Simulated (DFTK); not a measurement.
Crystal: BP.

```
CELL_PARAMETERS angstrom
0.00000 2.26900 2.26900
2.26900 0.00000 2.26900
2.26900 2.26900 0.00000
ATOMIC_POSITIONS crystal
P 0.75000 0.75000 0.75000
B 0.00000 0.00000 0.00000
```

Base run:

* Program: DFTK 0.8.2
* Functional: r2SCAN
* Potentials or basis: SG15 1.2 (PBE)
* Cutoff: 1225 eV
* k mesh: 10 × 10 × 10
* Occupations: fermi-dirac, width 0.05 eV
* Spin: no spin polarisation

Its results: band gap on the k mesh 1.41 eV, indirect (least direct gap 3.59 eV); pressure -0.5 GPa.

Question: After a change of settings the same cell gave: band gap on the k mesh 1.13 eV, indirect (least direct gap 3.34 eV); pressure -1.0 GPa. Which change was it?
A. functional from r2SCAN to BLYP
B. functional from r2SCAN to PBE
C. functional from r2SCAN to RPBE
D. functional from r2SCAN to AM05

Answer: D.

r2SCAN gives the wider gap, since meta-GGAs in the generalised Kohn-Sham scheme recover part of the derivative discontinuity.

Caveats: the potentials were made for another functional, which shifts forces and pressure.
